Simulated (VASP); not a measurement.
A run of VASP 6.6.1 is set up as follows.

The input INCAR:

```
SYSTEM = Bi
PREC = Accurate
ENCUT = 600
EDIFF = 1E-6
ISMEAR = 0
SIGMA = 0.1
LREAL = .False.
LASPH = .True.
NELM = 100
ALGO = Fast
ISIF = 3
LWAVE = .False.
LCHARG = .False.
GGA = CA
IBRION = 2
NSW = 100
EDIFFG = -0.002
PSTRESS = 101.0
```

File KPOINTS:

```
Automatic mesh
0
Gamma
  16 16 16
  0 0 0
```

The input POSCAR:

```
Bi
1.0
   -1.8665263118      1.8665263118      1.8665263118
    1.8665263118     -1.8665263118      1.8665263118
    1.8665263118      1.8665263118     -1.8665263118
Bi
1
Direct
    0.0000000000      0.0000000000      0.0000000000
```

Potentials or basis: VASP PAW LDA potentials, release 64 (Bi_d).

Run with:

```sh
$ cat potpaw_LDA.64/Bi_d/POTCAR > POTCAR
$ mpirun -np 1 vasp_std > vasp.out
```

Q: Predict the relaxed volume.

A: 26.04 Å³/atom.

Q: Estimate the band gap on the k mesh.

A: None (metal or under the smearing width).

Q: What does it give for the space group after relaxing (to 0.05 Å)?

A: Im-3m (No. 229).

Q: Estimate the relaxed cell.

A: a = 3.234 Å, b = 3.234 Å, c = 3.234 Å, α = 109.47°, β = 109.47°, γ = 109.47°.

Step by step:
```
step  energy change (eV)  largest force (eV/Å)  pressure (GPa)  volume (Å³)
   1              0.0000                0.0000           10.37        26.01
   2             -0.0103                0.0000            9.57        26.18
   3             -0.0042                0.0000           10.14        26.08
   4             -0.0046                0.0000           10.08        26.08
   5             -0.0044                0.0000           10.05        26.08
   6             -0.0043                0.0000           10.05        26.08
   7             -0.0027                0.0000           10.07        26.05
   8              0.0003                0.0000           10.40        26.01
   9             -0.0025                0.0000           10.17        26.05
  10             -0.0027                0.0000           10.19        26.05
  11             -0.0027                0.0000           10.20        26.05
  12             -0.0034                0.0000           10.16        26.06
  13             -0.0047                0.0000           10.13        26.09
  14             -0.0073                0.0000           10.01        26.13
  15             -0.0053                0.0000            9.85        26.10
  16             -0.0048                0.0000           10.01        26.09
  17             -0.0039                0.0000           10.04        26.07
  18             -0.0021                0.0000           10.09        26.04
```

Caveat: the cell is relaxed towards a set pressure, so the enthalpy falls and the energy may rise; spin-orbit coupling is left out, which moves the levels of the heavy elements.
